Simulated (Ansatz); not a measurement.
## Sc, one cell by several methods

```
CELL_PARAMETERS angstrom
3.30880 0.00000 0.00000
-1.65440 2.86550 0.00000
0.00000 0.00000 5.26800
ATOMIC_POSITIONS crystal
Sc 0.33333 0.66667 0.25000
Sc 0.69969 0.35751 0.76315
```

Atoms are numbered in the order listed.

The cell is COD entry 9011704, as deposited and not checked against the literature; nothing was relaxed. The listed cell was then made from it by scaling, straining or moving an atom.

Levels of theory: DFT, PBE, PAW with Ansatz's default frozen-core files, scalar-relativistic (Ansatz 0.2.0); DFT, PBE, all-electron LAPW, scalar-relativistic (Ansatz 0.2.0).

For PAW: a Γ-centred 13×13×7 k mesh, Fermi–Dirac smearing of 0.03 eV, cutoff 420 eV, no spin polarisation. LAPW targets a basis error of 0.5 meV/atom. The Ansatz runs share mesh, smearing and spin set-up. Plane-wave (PAW) pressures include the program's estimate of the Pulay term.

Stress and pressure are positive in compression.

The change that made this cell: atom 2 (Sc) moved by (0.0693, 0.0693, 0.0693) Å.

PAW results:

| quantity | PAW |
| --- | --- |
| pressure (GPa) | -0.60 |
| stress xx (GPa) | 0.18 |
| stress yy (GPa) | -0.46 |
| stress zz (GPa) | -1.52 |
| stress yz (GPa) | 0.07 |
| stress xz (GPa) | 0.07 |
| stress xy (GPa) | 0.30 |
| force on Sc1, z (eV/Å) | 0.254 |

What does all-electron LAPW give for the same quantities?


```
              quantity   LAPW
        pressure (GPa)  -0.60
       stress xx (GPa)   0.18
       stress yy (GPa)  -0.46
       stress zz (GPa)  -1.52
       stress yz (GPa)   0.07
       stress xz (GPa)   0.06
       stress xy (GPa)   0.30
force on Sc1, z (eV/Å)  0.254
```
